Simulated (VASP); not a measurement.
Ti, 2 atoms in the cell. Symmetry: P6_3/mmc, No. 194, hexagonal system. Conventional cell: a = 2.902 Å, b = 2.902 Å, c = 4.575 Å, α = 90.00°, β = 90.00°, γ = 120.00°. Ti (site symmetry -6m2) is surrounded by 12 Ti at 2.84 to 2.90 Å. 

| Quantity | Value |
| --- | --- |
| Program | VASP 6.6.1 |
| Task | elastic constants |
| Functional | PBEsol |
| Potentials or basis | VASP PAW PBE potentials, release 64 (Ti_sv) |
| Cutoff | 600 eV |
| k mesh | 27 × 27 × 15 |
| Occupations | methfessel-paxton, width 0.2 eV |
| Spin | no spin polarisation |
| Ions in elastic constants | relaxed |
| Further INCAR settings | ALGO = Normal; EDIFF = 1e-08; IBRION = 6; POTIM = 0.015; NSW = 1; ISIF = 3 |

Potentials or basis: VASP PAW PBE potentials, release 64 (Ti_sv).

The run is started by

```bash
$ cat potpaw_PBE.64/Ti_sv/POTCAR > POTCAR
$ cp INCAR.step1 INCAR
$ mpirun -np 2 vasp_std > vasp.out
$ cp CONTCAR POSCAR
$ cp INCAR.step2 INCAR
$ mpirun -np 2 vasp_std > vasp.out
```

Hardware: 2 MPI ranks on Intel(R) Xeon(R) Platinum 8488C (Sapphire Rapids), on a shared host.

Problem. Estimate the wall time of this run.

Solution. It took 75 min on 2 MPI ranks on Intel(R) Xeon(R) Platinum 8488C (Sapphire Rapids) (shared host), peak memory 2.5 GiB a rank. Counts: scf iterations 191, k points 600, ion steps 5.
